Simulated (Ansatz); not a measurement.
# Worked example: C4H10 + BH(NH2)2 → C3H9N + BH(CH3)(NH2)

Gas-phase species: C4H10 (butane) `CCCC`, singlet; BH(NH2)2, singlet; C3H9N (propylamine) `CCCN`, singlet; BH(CH3)(NH2), singlet. The partners trade CH3 for NH2: C–CH3 and B–NH2 bonds give way to C–NH2 and B–CH3.

Shapes, held fixed at every level: PBE0-D4/def2-TZVP. Flexible molecules stand in one conformer, not always the lowest. Programs: Ansatz 0.2.0. Electronic energies: no zero-point or thermal term.

At CCSD(T)/CBS estimate; 1 Eh = 2625.50 kJ/mol:

```
     species  energy (Eh)
       C4H10  -158.241596
    BH(NH2)2  -137.294211
       C3H9N  -174.277120
BH(CH3)(NH2)  -121.212672
```

Problem. Work out ΔE of the reaction at this level.

Solution. 
1. Products less reactants: (-174.277120) + (-121.212672) − [(-158.241596) + (-137.294211)] = 0.046015 Eh = +120.8 kJ/mol.

Other levels give +118.4 (wB97X-V/def2-TZVPP) to +126.3 kJ/mol (HF/def2-TZVPP). No measured value is set beside it here. The CBS estimate extrapolates MP2 from def2-TZVPP and def2-QZVPP and adds CCSD(T) − MP2 in the triple-zeta set, cores frozen.
